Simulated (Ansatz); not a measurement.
LaAlO3 (cubic perovskite)

```
LaAlO3
1.0
    3.78694     0.00000     0.00000
    0.00000     3.78694     0.00000
    0.00000     0.00000     3.78694
La Al O
1 1 3
Direct
  0.00000   0.00000   0.00000
  0.50000   0.50000   0.50000
  0.00000   0.50000   0.50000
  0.50000   0.50000   0.00000
  0.50000   0.00000   0.50000
```

Two coordinates are scanned: the volume, and the ratio of the stretch along z (the conventional c axis) to the stretch across it. Atoms keep their fractional coordinates.

All values below come from r2SCAN (plane waves to 500 eV, PAW, scalar-relativistic; Ansatz, an electronic-structure program). k mesh 9×9×9 (Γ-centred), Fermi-Dirac smearing 0.05 eV. Stress and pressure are positive under compression. LaAlO3 is run without spin polarisation. LaAlO3 was relaxed with its symmetry unable to fall. This is a high-temperature form of LaAlO3.

At one point of the scan the stress tensor (GPa) is:

```
   -7.2      0.0      0.0
    0.0     -7.2      0.0
    0.0      0.0     25.8
```

**Question.** Which point is it?
(A) V/V₀ = 0.920, (c/a)/(c/a)₀ = 1.000
(B) V/V₀ = 1.000, (c/a)/(c/a)₀ = 0.940
(C) V/V₀ = 0.920, (c/a)/(c/a)₀ = 0.880
(D) V/V₀ = 1.000, (c/a)/(c/a)₀ = 0.880

**Answer.** D, V/V₀ = 1.000, (c/a)/(c/a)₀ = 0.880

(A scan under strain: stresses follow from slopes of the energy per volume, elastic moduli from its curvatures.)
